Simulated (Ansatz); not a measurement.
Runs of Ansatz 0.2.0 on TePt. It takes space group R-3m (No. 166, trigonal). The conventional cell has a = 3.963 Å, b = 3.963 Å, c = 19.983 Å, α = 90.00°, β = 90.00°, γ = 120.00°. Pt (site symmetry 3m) has 3 Te at 2.59 Å and 3 Pt at 2.72 Å as nearest neighbours. Around Te (site symmetry 3m) lie 3 Pt at 2.59 Å. 

```tsv
task	level	U	cell	k mesh	cutoff (eV)	points for each segment of the path	hubbard projectors	double counting	gap on the mesh (eV)	pressure (GPa)	relaxed volume (Å³/atom)	largest force (eV/Å)
relaxation of cell and atoms	PBEsol+D3(BJ)+ATM	-	relaxed	8 × 8 × 8	420	-	-	-	none	0.0	(a)	-
band structure	PBEsol+U	Pt d U = 3 eV	as given	8 × 8 × 8	420	14	ortho-atomic (the default)	fll (the default)	none	(b)	-	0.17
single point	PBE0	-	as given	6 × 6 × 6	420	-	-	-	none	-	-	0.27
relaxation of cell and atoms	PBEsol+D3(BJ)	-	relaxed	8 × 8 × 8	420	-	-	-	none	0.0	21.26	-
relaxation of cell and atoms	BLYP	-	relaxed	8 × 8 × 8	420	-	-	-	-	0.0	27.12	-
phonons	PBEsol	-	as given	8 × 8 × 8	420	-	-	-	none	-	-	-
phonons	LDA	-	as given	6 × 6 × 6	420	-	-	-	none	-	-	-
```

Alike in all rows: potentials or basis Ansatz PAW; no spin polarisation; smearing fermi-dirac 0.05 eV.

Fill in the values left out.

(a) 21.44; (b) -0.4.

Caveats: the PAW data sets come from PBE, with cores solved anew for the run's functional, which leaves a small shift of forces and pressure; the plane-wave basis is chosen anew once the cell has moved, so the energies of steps on either side of that aren't comparable (some runs); pairwise dispersion overbinds metals, which lowers pressure and volume (some runs); U without spin polarisation on a metal has little footing (some runs); the U is typed as a test and isn't derived for this compound (some runs); the potentials were made for another functional, which shifts forces and pressure (some runs); the volume moved by over 15 % at a fixed basis, so the end points are rough (some runs).

A k mesh can miss the band edges, and the runs leave out spin-orbit coupling on Pt, Te.

A gap of «none» marks a metal or a gap under the smearing width.

Not every run made on this cell is shown here.
